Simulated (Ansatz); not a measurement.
**SiGe under changes of volume**

One of the cells (21.291 Å³/atom); the others are scaled copies at fixed shape and fractional positions:

```
Ge Si
1.0
     3.90445    0.00000    0.00000
    -1.95223    3.38135    0.00000
     0.00000    0.00000    6.45078
Ge Si
2 2
Cartesian
  0.0000 2.2542 0.0025
  1.9522 1.1271 3.2279
  0.0000 2.2542 2.4165
  1.9522 1.1271 5.6419
```

The cell comes from a database or a generator and needn't be the stable form of this composition.

```yaml
Program: Ansatz 0.2.0
Functional: PBEsol
Potentials_or_basis: Ansatz PAW
Cutoff: "420 eV (not typed: the program's choice for these potentials)"
k_mesh: 8 × 8 × 4
Occupations: fermi-dirac, width 0.05 eV
Spin: no spin polarisation
```

```csv
volume (Å³/atom),energy over the lowest point (meV/atom),pressure (GPa),gap on the mesh (eV),largest force (eV/Å)
20.014,19.40,5.4,0.25,0.039
20.440,7.81,3.3,0.28,0.028
20.866,?,?,?,?
21.291,0.00,-0.3,0.35,0.011
21.717,2.74,-1.8,0.34,0.003
22.143,9.29,-3.1,0.29,0.005
22.569,19.25,-4.3,0.24,0.011
```

**Question.** What does the run at 20.866 Å³/atom give?

**Answer.** Energy over the lowest point 1.52 meV/atom; pressure 1.4 GPa; gap on the mesh 0.32 eV; largest force 0.019 eV/Å.

Worked out: A Birch-Murnaghan fit of order 3 (a polynomial in V^(-2/3)) to the other rows has its minimum at 21.22 Å³/atom with B0 = V·E''(V) = 81 GPa and B' = 4.5 at fixed shape and positions, which overstates the stiffness. It gives 1.53 meV/atom at 20.866 Å³/atom, against the run's 1.52, and -dE/dV = 1.4 GPa, against 1.4. A parabola through the other rows of the gap, of slope 1.07 eV per unit of ln V there, gives 0.33 eV, against the run's 0.32.

Energies are extrapolated to zero smearing.

Caveats: the PAW data sets come from PBE, with cores solved anew for the run's functional, which leaves a small shift of forces and pressure.

A mesh can miss the band edges. Spin-orbit coupling on Ge is left out.
